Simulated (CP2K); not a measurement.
Crystal: Nb.

```
Nb
1.0
     2.70682    0.00000    0.00000
    -0.73600    3.27528    0.00000
    -0.82961   -1.97253    1.99622
Nb
1
Cartesian
  0.0000 0.0000 0.0000
```

This isn't the form of Nb at room conditions, which is bcc.

Program: CP2K 2026.2. Alike in all runs: task band structure; potentials or basis POTENTIAL_UZH Nb GTH-PBE-q13; TZVP-MOLOPT-PBE-GTH basis; no spin polarisation; cell as given; k mesh 12 × 11 × 13; smearing fermi-dirac 0.05 eV.

Q: Order these runs on this cell by their pressure, lowest first.
A. level PBEsol
B. level optB88-vdW; cutoff of the non-local correlation (Ry) 300
C. level LDA
D. level HLE16
E. level HLE17

A: D (-28.5 GPa), E (-10.6 GPa), C (3.9 GPa), A (7.1 GPa), B (12.5 GPa).

Caveats: the potentials were made for another functional, which shifts forces and pressure; the basis of atomic orbitals isn't converged, which shifts pressures, moduli and gaps; the potentials were made for a functional far from this one (some runs).

Runs at the PBE level aren't shown here.
